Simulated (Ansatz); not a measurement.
Set up this calculation in Ansatz 0.2.0, as the native input.

```
Task                  : relaxation of cell and atoms
Functional            : PBEsol
Potentials or basis   : Ansatz PAW
Cutoff                : 420 eV (not typed: the program's choice for these potentials)
k mesh                : 9 × 9 × 5
Occupations           : fermi-dirac, width 0.05 eV
Spin                  : no spin polarisation
Target pressure       : 2 GPa
Target pressure (GPa) : 2
```

The system is Zr.

```
Zr
1.0
     3.23200    0.00000    0.00000
    -1.61600    2.79899    0.00000
     0.00000    0.00000    5.14700
Zr
2
Direct
  0.66667 0.33333 0.75000
  0.33333 0.66667 0.25000
```

One way to write it, as run:

input.yaml

```yaml
crystal:
  lattice:
    - [3.232, 0.0, 0.0]
    - [-1.616, 2.798994105, 0.0]
    - [0.0, 0.0, 5.147]
  atoms:
    - { symbol: Zr, position: [0.6666666667, 0.3333333333, 0.75] }
    - { symbol: Zr, position: [0.3333333333, 0.6666666667, 0.25] }
hamiltonian:
  xc: pbesol
  pseudopotentials: { kind: paw }
kpoints:
  mp_grid: { grid: [9, 9, 5] }
scf:
  occupations: { method: fermi_dirac, width: 0.05 }
output:
  forces: true
  stress: true
  eigenvalues: true
relax:
  f_tol: 0.01
  max_steps: 40
  cell: { stress_tol: 0.05, p_target: 2.0 }
```

Potentials or basis: Ansatz PAW.

The run is started by

```bash
$ ansatz run input.yaml --threads 2 --pin off --max-ram 5632MiB --backend cpu --events-out ev --progress --plain --runs-dir out
```

Results of the run:

```json
{
  "Relaxed volume": "22.03 Å³/atom",
  "Relaxed cell": "a = 3.160 Å, b = 3.160 Å, c = 5.097 Å, α = 90.00°, β = 90.00°, γ = 120.00°",
  "Space group after relaxing (to 0.05 Å)": "P6_3/mmc (No. 194)",
  "Energy change on relaxing (the enthalpy is what falls)": "-6.3 meV/atom",
  "Ionic steps": "5",
  "Pressure after relaxing": "2.0 GPa",
  "Band gap on the k mesh": "none (metal or under the smearing width)"
}
```

Caveat: the plane-wave basis is chosen anew once the cell has moved, so the energies of steps on either side of that aren't comparable; the PAW data sets come from PBE, with cores solved anew for the run's functional, which leaves a small shift of forces and pressure.

Run time: 1.9 s on 2 threads of AMD EPYC 9R45 96-Core Processor (Zen 5), on a shared host, peak memory 0.4 GiB.
